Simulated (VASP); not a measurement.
# MgO (P1) in VASP: further runs, part 2 of 2

VASP 6.6.1. Earlier steps stand in the parts before.

## Step 3: Single point, PBE (all O atoms moved +0.075 Å, as atom 3 along Cartesian [1 1 1])

Input file INCAR:

```
ALGO     = Fast           # electronic algorithm
EDIFF    = 1E-6           # SCF threshold, eV
ENCUT    = 520            # plane-wave cutoff, eV
GGA      = PE             # functional
ISIF     = 2              # what is computed and relaxed
ISMEAR   = 0              # smearing method
LASPH    = T              # aspherical terms in the spheres
LCHARG   = T              # write CHGCAR
LELF     = T              # ELF
LREAL    = F              # projectors in reciprocal space
LVHAR    = T            
LWAVE    = F              # write WAVECAR
NBANDS   = 16             # bands
NELM     = 100            # most SCF steps
PREC     = Accurate       # precision mode
SIGMA    = 0.05           # smearing width, eV
```

Input file KPOINTS:

```
k-points
0
Gamma
  9 9 6
```

Input file POSCAR:

```
MgO
1.0
    3.3077869865      0.0000000000      0.0000000000
   -1.6538934933      2.8646275606      0.0000000000
    0.0000000000      0.0000000000      4.9828816700
Mg O
2 2
Direct
    0.3333333333      0.6666666667      0.0021597400
    0.6666666667      0.3333333333      0.5021597400
    0.3539819635      0.6817825131      0.4111302657
    0.6873152968      0.3484491797      0.9111302657
```

Potentials or basis: VASP PAW PBE potentials, release 64 (Mg, O).

Run with:

```sh
cat potpaw_PBE.64/Mg/POTCAR potpaw_PBE.64/O/POTCAR > POTCAR
mpirun -np 1 vasp_std > vasp.out
```

OUTCAR:

```text
EDIFF = 1E-6
   ENCUT = 520
   GGA = PE
   ISIF = 2
   ISMEAR = 0
   LASPH = T
   LREAL = F
   NELM = 100
   PREC = Accurate

 ion  position               nearest neighbor table
   1  0.333  0.667  0.002-   4 1.91   4 1.98   4 2.01   3 2.04   2 3.14   2 3.14   2 3.14   2 3.14
                             2 3.14   2 3.14
   2  0.667  0.333  0.502-   3 1.92   3 1.95   3 2.02   4 2.04   1 3.14   1 3.14   1 3.14   1 3.14
                             1 3.14   1 3.14
   3  0.354  0.682  0.411-   2 1.92   2 1.95   2 2.02   1 2.04
   4  0.687  0.348  0.911-   1 1.91   1 1.98   1 2.01   2 2.04

  LATTYP: Found a hexagonal cell.
 ALAT       =     3.3077869865
 C/A-ratio  =     1.5064094787

  Lattice vectors:

 A1 = (   3.3077869865,   0.0000000000,   0.0000000000)
 A2 = (  -1.6538934933,   2.8646275606,   0.0000000000)
 A3 = (   0.0000000000,   0.0000000000,   4.9828816700)

Analysis of symmetry for initial positions (statically):
=====================================================================
 Subroutine PRICEL returns:
 Original cell was already a primitive cell.

 Routine SETGRP: Setting up the symmetry group for a
 hexagonal supercell.

 Subroutine GETGRP returns: Found  1 space group operations
 (whereof  1 operations were pure point group operations)
 out of a pool of 24 trial point group operations.

The static configuration has the point symmetry C_1 .

Analysis of symmetry for dynamics (positions and initial velocities):
=====================================================================
 Subroutine PRICEL returns:
 Original cell was already a primitive cell.

 Routine SETGRP: Setting up the symmetry group for a
 hexagonal supercell.

 Subroutine GETGRP returns: Found  1 space group operations
 (whereof  1 operations were pure point group operations)
 out of a pool of 24 trial point group operations.

The dynamic configuration has the point symmetry C_1 .

 Subroutine INISYM returns: Found  1 space group operations
 (whereof  1 operations are pure point group operations),
 and found     1 'primitive' translations

----------------------------------------------------------------------------------------

                                     Primitive cell

  volume of cell :      47.2157

  direct lattice vectors                    reciprocal lattice vectors
     3.307786987  0.000000000  0.000000000     0.302316928  0.174542760  0.000000000
    -1.653893493  2.864627561  0.000000000     0.000000000  0.349085519  0.000000000
     0.000000000  0.000000000  4.982881670     0.000000000  0.000000000  0.200687086

  length of vectors
     3.307786987  3.307786987  4.982881670     0.349085519  0.349085519  0.200687086

  position of ions in fractional coordinates (direct lattice)
     0.333333333  0.666666667  0.002159740
     0.666666667  0.333333333  0.502159740
     0.353981963  0.681782513  0.411130266
     0.687315297  0.348449180  0.911130266

  ion indices of the primitive-cell ions
   primitive index   ion index
                 1           1
                 2           2
                 3           3
                 4           4

[... 25 lines left out ...]

 Following reciprocal coordinates:
            Coordinates               Weight
  0.000000  0.000000  0.000000      1.000000
  0.111111  0.000000  0.000000      2.000000
  0.000000  0.111111  0.000000      2.000000
 -0.111111  0.111111  0.000000      2.000000
  0.222222  0.000000  0.000000      2.000000
  0.000000  0.222222  0.000000      2.000000
[... 16 lines left out ...]
  0.333333  0.111111  0.000000      2.000000
 -0.111111  0.444444  0.000000      2.000000
 [... further k-points ...]
   k-points           NKPTS =    244   k-points in BZ     NKDIM =    244   number of bands    NBANDS=     16
   number of dos      NEDOS =    301   number of ions     NIONS =      4
   total plane-waves  NPLWV =  31360
   dimension x,y,z NGX =    28 NGY =   28 NGZ =   40
   dimension x,y,z NGXF=    56 NGYF=   56 NGZF=   80
   ions per type =               2   2
   NGX,Y,Z   is equivalent  to a cutoff of  14.07, 14.07, 13.35 a.u.
   NGXF,Y,Z  is equivalent  to a cutoff of  28.15, 28.15, 26.69 a.u.
 SYSTEM =  unknown system
   PREC   = accura    normal or accurate (medium, high low for compatibility)
   ISTART =      0    job   : 0-new  1-cont  2-samecut
   ICHARG =      2    charge: 1-file 2-atom 10-const
   ISPIN  =      1    spin polarized calculation?
   LNONCOLLINEAR =      F non collinear calculations
   LSORBIT =      F    spin-orbit coupling
   LASPH  =      T    aspherical Exc in radial PAW
   ENCUT  =  520.0 eV  38.22 Ry    6.18 a.u.   6.15  6.15  9.26*2*pi/ulx,y,z
   NELM   =    100;   NELMIN=  2; NELMDL= -5     # of ELM steps
   EDIFF  = 0.1E-05   stopping-criterion for ELM
   LREAL  =      F    real-space projection
   EDIFFG = 0.1E-04   stopping-criterion for IOM
   NSW    =      0    number of steps for IOM
   IBRION =     -1    ionic relax: 0-MD 1-quasi-New 2-CG
   NFREE  =      0    steps in history (QN), initial steepest desc. (CG)
   ISIF   =      2    stress and relaxation
   ISYM   =      2    0-nonsym 1-usesym 2-fastsym
   POTIM  = 0.5000    time-step for ionic-motion
   TEBEG  =    0.0;   TEEND  =   0.0 temperature during run
   PSTRESS=    0.0 pullay stress
   NELECT =      16.0000    total number of electrons
   NUPDOWN=      -1.0000    fix difference up-down
   EMIN   =  10.00;   EMAX   =-10.00  energy-range for DOS
   EFERMI =   0.00;   METHOD = LEGACY
   ISMEAR =     0;   SIGMA  =   0.05  broadening in eV -4-tet -1-fermi 0-gaus
   EFERMI_NEDOS =   21; number of points for ismear=-14 and -15
   IALGO  =     68    algorithm
   IMIX   =      4    mixing-type and parameters
     AMIX     =   0.40;   BMIX     =  1.00
     AMIX_MAG =   1.60;   BMIX_MAG =  1.00
  volume/ion in A,a.u.               =      11.80        79.66
  Fermi-wavevector in a.u.,A,eV,Ry     =   1.141351  2.156842 17.724080  1.302683
  Thomas-Fermi vector in A             =   2.278052
   LORBIT       =      0    0 simple, 1 ext, 2 COOP (PROOUT), +10 PAW based schemes
   GGA     = PE    functional components
   LHFCALC =     F    Hartree Fock is set to
   AEXX    =    0.0000 exact exchange contribution
   IVDW    =     0    specifies the selected vdW correction
   LEPSILON=     F    determine dielectric tensor
   LRPA    =     F    only Hartree local field effects (RPA)
 non-spin polarized calculation
 RMM-DIIS sequential band-by-band and
 Gauss-broadening in eV      SIGMA  =   0.05
  energy-cutoff  :      520.00
  volume of cell :       47.22
 maximum number of plane-waves:      1303
 NGX is ok and might be reduce to    28
   NGX = 13   NGY = 13   NGZ = 19

 number of electron      15.9999997 magnetization

 Free energy of the ion-electron system (eV)
  ---------------------------------------------------
  ext. energy  EPLUGINS =         0.00000000
  ---------------------------------------------------
  free energy    TOTEN  =       -23.46712851 eV

  energy without entropy =      -23.46712851  energy(sigma->0) =      -23.46712851

 E-fermi :   1.5023     XC(G=0):  -9.7457

 val. band max:        1.2219868841   @ k =   0.0000   0.0000   0.0000
 cond. band min:       4.6148393920   @ k =   0.0000   0.0000   0.0000
 fundamental gap:      3.3928525079
 Fermi energy:         1.5023385474

 k-point     1 :       0.0000    0.0000    0.0000
  band No.  band energies     occupation
      1     -15.1145      2.00000
      2     -14.3036      2.00000
      3      -2.1224      2.00000
      4       0.3370      2.00000
      5       0.3405      2.00000
      6       0.6999      2.00000
[... 433 lines left out ...]
      3      -1.6932      2.00000
      4      -0.9394      2.00000
      5      -0.7879      2.00000
      6      -0.2278      2.00000
[... 8 lines left out ...]
     15      15.1290      0.00000
     16      16.9951      0.00000

 [... further k-points ...]

------------------------ aborting loop because EDIFF is reached ----------------------------------------

  FORCE on cell =-STRESS in cart. coord.  units (eV):
  Direction    XX          YY          ZZ          XY          YZ          ZX
  --------------------------------------------------------------------------------------
  -------------------------------------------------------------------------------------
  Total        1.3855002      1.3845342      0.0417638      0.0589139      0.3132406      0.3132675
  in kB       47.0144018     46.9816213      1.4171794      1.9991341     10.6292441     10.6301557
  external PRESSURE =      31.8044008 kB  Pullay stress =       0.0000000 kB

 VOLUME and BASIS-vectors are now :
 -----------------------------------------------------------------------------
  energy-cutoff  :      520.00
  volume of cell :       47.22
      direct lattice vectors                 reciprocal lattice vectors
     3.307786987  0.000000000  0.000000000     0.302316928  0.174542760  0.000000000
    -1.653893493  2.864627561  0.000000000     0.000000000  0.349085519  0.000000000
     0.000000000  0.000000000  4.982881670     0.000000000  0.000000000  0.200687086

 POSITION                                       TOTAL-FORCE (eV/Angst)
 -----------------------------------------------------------------------------------
     -0.00000      1.90975      0.01076         0.548974      0.476363      0.289437
      1.65389      0.95488      2.50220         0.403423      0.476149      0.286326
      0.04330      1.95305      2.04861        -0.403556     -0.476206     -0.286192
      1.69719      0.99818      4.54005        -0.548841     -0.476306     -0.289570
 -----------------------------------------------------------------------------------
    total drift:                               -0.000009     -0.000318      0.000271

  FREE ENERGIE OF THE ION-ELECTRON SYSTEM (eV)
  ---------------------------------------------------
  free  energy   TOTEN  =       -23.4671285097 eV

  energy  without entropy=      -23.4671285097  energy(sigma->0) =      -23.46712851
```

It took 2.2 min on 1 thread of Intel Xeon Platinum 8488C (Sapphire Rapids), shared host; peak memory 0.3 GiB.

What came out:

| Quantity | Value |
| --- | --- |
| Free energy | -23.4671 eV |
| Pressure | 3.2 GPa |
| Largest force | 0.782 eV/Å |
| Band gap on the k mesh | 3.39 eV, direct |

Forces in eV/Å, atoms in the order of the input:
```
Mg   0.549  0.476  0.289
Mg   0.403  0.476  0.286
O   -0.404 -0.476 -0.286
O   -0.549 -0.476 -0.290
```

Levels at points of the mesh, in eV from the valence-band top:
```
           k point  band 5  band 6  band 7  band 8  band 9  band 10  band 11  band 12
(0.00, 0.00, 0.00)   -0.88   -0.52   -0.52    0.00    3.39     8.52    10.29    14.04
(0.00, 0.00, 0.50)   -0.76   -0.76   -0.65   -0.65    5.95     5.95    13.13    13.14
```

Caveat: an odd mesh through Γ misses points on the zone boundary, where band edges often lie.

## Step 4: Single point, PBE (all O atoms moved -0.150 Å, as atom 3 along Cartesian [1 1 1])

Input file INCAR:

```
SYSTEM = MgO
PREC = Accurate
ENCUT = 520
EDIFF = 1E-6
ISMEAR = 0
SIGMA = 0.05
LREAL = .FALSE.
LASPH = .TRUE.
NELM = 100
ALGO = Fast
ISIF = 2
LWAVE = .FALSE.
LCHARG = .FALSE.
GGA = PE
NBANDS = 16
```

Input file KPOINTS:

```
regular mesh
0
G
  9 9 6
  0 0 0
```

Changes to POSCAR since step 3:

```diff
@@ -10,3 +10,3 @@
     0.6666666667      0.3333333333      0.5021597400
-    0.3539819635      0.6817825131      0.4111302657
-    0.6873152968      0.3484491797      0.9111302657
+    0.2920360730      0.6364349739      0.3850602486
+    0.6253694063      0.3031016405      0.8850602486
```

Run with:

```sh
cat potpaw_PBE.64/Mg/POTCAR potpaw_PBE.64/O/POTCAR > POTCAR
mpirun -np 1 vasp_std > vasp.out
```

Run time: 2.3 min. Hardware: 1 thread of Intel Xeon Platinum 8488C (Sapphire Rapids), shared host; peak memory 0.3 GiB.

The run converged. Its results:

```yaml
Free_energy: -23.3344 eV
Pressure: 5.3 GPa
Largest_force: 1.360 eV/Å
Band_gap_on_the_k_mesh: 3.55 eV, direct
```

Forces on the atoms (eV/Å):
```
Mg  -0.510 -0.743 -0.604
Mg  -0.979 -0.746 -0.579
O    0.977  0.746  0.578
O    0.513  0.743  0.605
```

Stress tensor (GPa, compression positive):
```
 2.18  0.66 -2.64
 0.66  2.14 -2.64
-2.64 -2.64 11.52
```

Levels at points of the mesh, in eV from the valence-band top:
```csv
k point,band 5,band 6,band 7,band 8,band 9,band 10,band 11,band 12
"(0.00, 0.00, 0.00)",-0.66,-0.30,-0.28,0.00,3.55,8.44,10.37,14.13
"(0.00, 0.00, 0.50)",-0.58,-0.57,-0.37,-0.36,5.98,5.98,13.27,13.28
```

Caveat: an odd mesh through Γ misses points on the zone boundary, where band edges often lie; forces of over 1 eV/Å show positions far from the minimum, so gaps and moduli don't describe the material at rest.

## Step 5: Overview

| cell | further INCAR settings | gap on the mesh (eV) | pressure (GPa) | largest force (eV/Å) |
| --- | --- | --- | --- | --- |
| all O atoms moved +0.300 Å, as atom 3 along Cartesian [1 1 1] | ALGO = Fast; EDIFF = 1e-07; NBANDS = 16 | 3.15 | 10.5 | 5.04 |
| all O atoms moved +0.075 Å, as atom 3 along Cartesian [1 1 1] | ALGO = Fast; EDIFF = 1e-06; NBANDS = 16 | 3.39 | 3.2 | 0.78 |
| all O atoms moved -0.150 Å, as atom 3 along Cartesian [1 1 1] | ALGO = Fast; EDIFF = 1e-06; NBANDS = 16 | 3.55 | 5.3 | 1.36 |

Alike in all rows: task single point; level PBE; potentials or basis VASP PAW PBE potentials, release 64 (Mg, O); no spin polarisation; k mesh 9 × 9 × 6; cutoff (eV) 520; smearing gaussian 0.05 eV.

Caveats: an odd mesh through Γ misses points on the zone boundary, where band edges often lie; forces of over 1 eV/Å show positions far from the minimum, so gaps and moduli don't describe the material at rest (some runs).

Total energies depend on the potentials used, so only differences within one code and one set of settings carry meaning.
